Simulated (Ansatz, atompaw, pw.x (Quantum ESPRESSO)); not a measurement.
# Equation-of-state test of one PAW (atompaw) potential (Sm)

| Item | Value |
| --- | --- |
| Element | Sm |
| Generator | atompaw 4.2.0.5 |
| Type | PAW |
| Functional | PBE |
| Relativity | scalar-relativistic |
| Frozen core | [Kr] 4d10 |
| Valence charge | 16 |
| Reference configuration | 4f6 5s2 5p6 5d0 6s2 6p0 |
| Partial waves | 5s (bound); 6s (bound); 5p (bound); 6p (bound, empty); 5d (bound, empty); 5d channel at 3.35 Ry; 4f (bound); 4f channel at 1.05 Ry |
| Local potential | ultrasoft scheme with l = 4 at 0 Ry, radius 2.90 bohr |
| Core correction | smooth core density matched at 1.65 bohr |
| Augmentation charge | sinc compensation charge, radius 2.20 bohr; PAW radius 3.00 bohr; waves and projectors: bloechl |

Atomic tests: cutoffs needed: 25 Ry and 35 Ry (the cutoffs (Ry, on a coarse ladder) from which the occupation-weighted sum of valence levels, in a spherical-Bessel basis at the reference potential, stays within 10 and 1 mRy of its value at 400 Ry); ghost test: no extra level below or beside the all-electron valence levels (s, p, d, f tested) (spherical-Bessel basis up to 400 Ry, 20 bohr box); lowest eigenvalue of the overlap operator: 0.45 (s channel).

Crystal test: sc Sm in pw.x 7.5, no spin, 12³ k-points, Fermi–Dirac smearing 0.01 Ry, cutoffs 45/450 Ry. The reference is all-electron LAPW (Ansatz 0.2.0) with the same functional, mesh and smearing; V0 and B0 come from Birch–Murnaghan fits to the pressures at five volumes. Errors are pseudo minus all-electron; Δ is the rms difference of the E(V) curves that follow from these fits, minima aligned, over ±6 % about the mean V0. Mesh and smearing are coarse, so the numbers serve the comparison and aren't converged zero-temperature values; the lattice is a test structure that the element need not adopt. Spin polarisation and strong correlation are left out, which matters for this element.

```json
{"V (Å³/atom)": "17.130", "P all-electron (GPa)": "3.64", "P pseudo (GPa)": "9.76"}
{"V (Å³/atom)": "17.581", "P all-electron (GPa)": "1.32", "P pseudo (GPa)": "6.99"}
{"V (Å³/atom)": "18.032", "P all-electron (GPa)": "-0.53", "P pseudo (GPa)": "4.56"}
{"V (Å³/atom)": "18.483", "P all-electron (GPa)": "-1.97", "P pseudo (GPa)": "2.65"}
{"V (Å³/atom)": "18.934", "P all-electron (GPa)": "-3.08", "P pseudo (GPa)": "1.24"}
```

All-electron: a0 = 2.615 Å (V0 = 17.89 Å³/atom), B0 = 69.8 GPa.

Pseudopotential: mean pressure error (GPa): +5.16. The pressure does not cross zero within the volumes sampled, so no fit is given. The largest radius (3.00 bohr) exceeds half the bond length (2.48 bohr), so the spheres overlap, which is one possible source of error among others. This is a poor potential for the solid.

At the middle volume, how do free energy and pressure move when the wave cutoff is lowered (ecutrho held at 450 Ry)?

```
cutoff (Ry)  shift of F (meV/atom)  shift of P (GPa)
         20                 +484.1            -10.28
         27                 +101.9             -2.79
         36                  +10.7             -0.41
```

Input at the middle volume:

```
&control
  calculation='scf', prefix='x', pseudo_dir='./', outdir='./tmp', tstress=.true., disk_io='none'
/
&system
  ibrav=0, nat=1, ntyp=1, ecutwfc=45, ecutrho=450, nbnd=16,
  occupations='smearing', smearing='fd', degauss=0.01
/
&electrons
  conv_thr=1e-09, mixing_beta=0.4, electron_maxstep=70
/
ATOMIC_SPECIES
Sm 1.0 Sm.UPF
CELL_PARAMETERS angstrom
  2.62229351 0.00000000 0.00000000
  0.00000000 2.62229351 0.00000000
  0.00000000 0.00000000 2.62229351
ATOMIC_POSITIONS crystal
Sm 0.0000 0.0000 0.0000
K_POINTS automatic
12 12 12 0 0 0
```

```bash
pw.x < Sm.scf.in > Sm.scf.out
```

Lines of the output:

```
Message from routine setup:
     using ibrav=0 with symmetry is DISCOURAGED, use correct ibrav instead
     lattice parameter (alat)  =       4.9554  a.u.
     unit-cell volume          =     121.6860 (a.u.)^3
     number of electrons       =        16.00
     number of Kohn-Sham states=           16
     kinetic-energy cutoff     =      45.0000  Ry
     charge density cutoff     =     450.0000  Ry
     scf convergence threshold =      1.0E-09
     Exchange-correlation= SLA PW PBX PBC
     number of k points=    84  Fermi-Dirac smearing, width (Ry)=  0.0100
     iteration #  1     ecut=    45.00 Ry     beta= 0.40
     total energy              =    -602.14883703 Ry
     estimated scf accuracy    <       1.86090446 Ry
     iteration #  2     ecut=    45.00 Ry     beta= 0.40
     total energy              =    -603.80213286 Ry
     estimated scf accuracy    <       3.89998607 Ry
     iteration #  3     ecut=    45.00 Ry     beta= 0.40
     total energy              =    -603.90666868 Ry
     estimated scf accuracy    <       0.43615218 Ry
     iteration #  4     ecut=    45.00 Ry     beta= 0.40
     total energy              =    -604.05392684 Ry
     estimated scf accuracy    <       0.27000490 Ry
     iteration #  5     ecut=    45.00 Ry     beta= 0.40
     total energy              =    -604.13078016 Ry
     estimated scf accuracy    <       0.00623246 Ry
     iteration #  6     ecut=    45.00 Ry     beta= 0.40
     total energy              =    -604.09075999 Ry
     estimated scf accuracy    <       0.10345343 Ry
     iteration #  7     ecut=    45.00 Ry     beta= 0.40
     total energy              =    -604.12128125 Ry
     estimated scf accuracy    <       0.00939455 Ry
     iteration #  8     ecut=    45.00 Ry     beta= 0.40
     total energy              =    -604.12293202 Ry
     estimated scf accuracy    <       0.00002276 Ry
     iteration #  9     ecut=    45.00 Ry     beta= 0.40
     total energy              =    -604.12305557 Ry
     estimated scf accuracy    <       0.00056483 Ry
     iteration # 10     ecut=    45.00 Ry     beta= 0.40
     total energy              =    -604.12294503 Ry
     estimated scf accuracy    <       0.00031526 Ry
     iteration # 11     ecut=    45.00 Ry     beta= 0.40
     total energy              =    -604.12299836 Ry
     estimated scf accuracy    <       0.00000312 Ry
     iteration # 12     ecut=    45.00 Ry     beta= 0.40
     total energy              =    -604.12299892 Ry
     estimated scf accuracy    <       0.00000013 Ry
     iteration # 13     ecut=    45.00 Ry     beta= 0.40
     total energy              =    -604.12299809 Ry
     estimated scf accuracy    <       0.00000148 Ry
     iteration # 14     ecut=    45.00 Ry     beta= 0.40
     total energy              =    -604.12299899 Ry
     estimated scf accuracy    <       0.00000029 Ry
     iteration # 15     ecut=    45.00 Ry     beta= 0.40
     the Fermi energy is    23.0503 ev
!    total energy              =    -604.12299913 Ry
     estimated scf accuracy    <          7.2E-10 Ry
     smearing contrib. (-TS)   =      -0.03940868 Ry
     convergence has been achieved in  15 iterations
          total   stress  (Ry/bohr**3)                   (kbar)     P=       45.57
     Message from routine punch:
     Nothing written, as per user request (disk_io='none')
```

The run at the middle volume (84 k-points, 15 iterations) took about 48 s on one core of a shared host (Intel(R) Xeon(R) Platinum 8375C CPU @ 2.90GHz, 64 threads, 248 GiB, load 53).
